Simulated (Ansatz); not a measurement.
One crystal and one scan (scan of one atom of the cell) at two levels, r2SCAN (plane waves to 500 eV, PAW, scalar-relativistic; Ansatz, a first-principles code) and PBE (plane waves to 420 eV, PAW, scalar-relativistic; Ansatz), each from its own relaxed cell and on its own mesh. The cell shown is that of r2SCAN.

BaSnO$_{3}$ (cubic perovskite)

```yaml
crystal:
  lattice:
    - [4.13130, 0.00000, 0.00000]
    - [0.00000, 4.13130, 0.00000]
    - [0.00000, 0.00000, 4.13130]
  atoms:
    - { symbol: Ba, position: [0.00000, 0.00000, 0.00000] }
    - { symbol: Sn, position: [0.50000, 0.50000, 0.50000] }
    - { symbol: O, position: [0.00000, 0.50000, 0.50000] }
    - { symbol: O, position: [0.50000, 0.50000, 0.00000] }
    - { symbol: O, position: [0.50000, 0.00000, 0.50000] }
```

In each cell atom 2 (Sn, nearest neighbour O at 2.066 Å; its periodic images, 4.1 Å or more away, move with it) moves by s·(0.000, 0.000, 1.000) (along Cartesian z), the rest being held.

E stands for the smeared free energy. BaSnO3 was relaxed with its symmetry unable to fall. (PBE) Left out: 2 of 11 points, with atoms too close for the PAW data. (r2SCAN) Left out: 2 of 11 points, with atoms too close for the PAW data. Percentages come from the unrounded values.

Results of r2SCAN:

| Quantity | Result |
|---|---|
| Lattice constant a (Å) | 4.131 |
| Force constant k = d²E/ds² at s = 0 (finite differences) (eV/Å²) | 17.65 |
| Shape of the curve | a single well with its minimum at or next to zero displacement |

Question: Estimate the PBE values.

Answer: 
```csv
quantity,PBE,r2SCAN − PBE
Lattice constant a (Å),4.176,-0.045 (-1.1 %)
Force constant k = d²E/ds² at s = 0 (finite differences) (eV/Å²),14.78,+2.87 (+19 %)
```

r2SCAN gives the higher value for: force constant k = d²E/ds² at s = 0. r2SCAN gives the lower value for: lattice constant a. Both give the same shape of the curve: a single well with its minimum at or next to zero displacement.

(For displaced atoms, the force is minus the slope of the energy, and its curvature is a force constant, which sets phonon frequencies.)
